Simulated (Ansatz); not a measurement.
Mg and the effect of the dispersion correction

The cell as given:

```
Mg
1.0
     3.17683    0.00000    0.00000
    -1.58841    2.75121    0.00000
     0.00000    0.00000   10.31886
Mg
4
Direct
  0.66667 0.33333 0.75000
  0.00000 0.00000 0.50000
  0.33333 0.66667 0.25000
  0.00000 0.00000 0.00000
```

Kept alike: task relaxation of cell and atoms; functional PBEsol; k mesh 10 × 10 × 3; occupations fermi-dirac, width 0.05 eV; no spin polarisation. Program: Ansatz, Ansatz PAW, cutoff 420 eV. The mesh is that of the run's cell of 4 atoms. No spin-orbit coupling.

| dispersion correction | volume (Å³/atom) | first edge of the run's cell (Å) | third edge of the run's cell (Å) |
| --- | --- | --- | --- |
| D3(BJ) | 21.467 | 3.109 | 10.255 |
| D3(BJ)-ATM | 21.609 | 3.116 | 10.279 |
| D4 | 22.469 | 3.157 | 10.414 |
| none | 22.659 | 3.165 | 10.446 |

The relaxations keep at least the cell's symmetry (P6_3/mmc). For a metal such a mesh leaves the last digits unconverged. Relaxations stop with a little pressure left, so the last digits of a volume or edge aren't settled. All rows use potentials made for PBE.

Question: What does the dispersion correction change here?

Answer: The volume runs from 21.467 (D3(BJ)) to 22.659 Å³/atom (none). Against no correction: D3(BJ) -5.3 %; D3(BJ)-ATM -4.6 %; D4 -0.8 %. Dispersion terms mostly attract and so lower the volume; the schemes' coefficients and damping set how far. The first edge of the run's cell runs from 3.109 (D3(BJ)) to 3.165 Å (none). The third edge of the run's cell runs from 10.255 (D3(BJ)) to 10.446 Å (none).
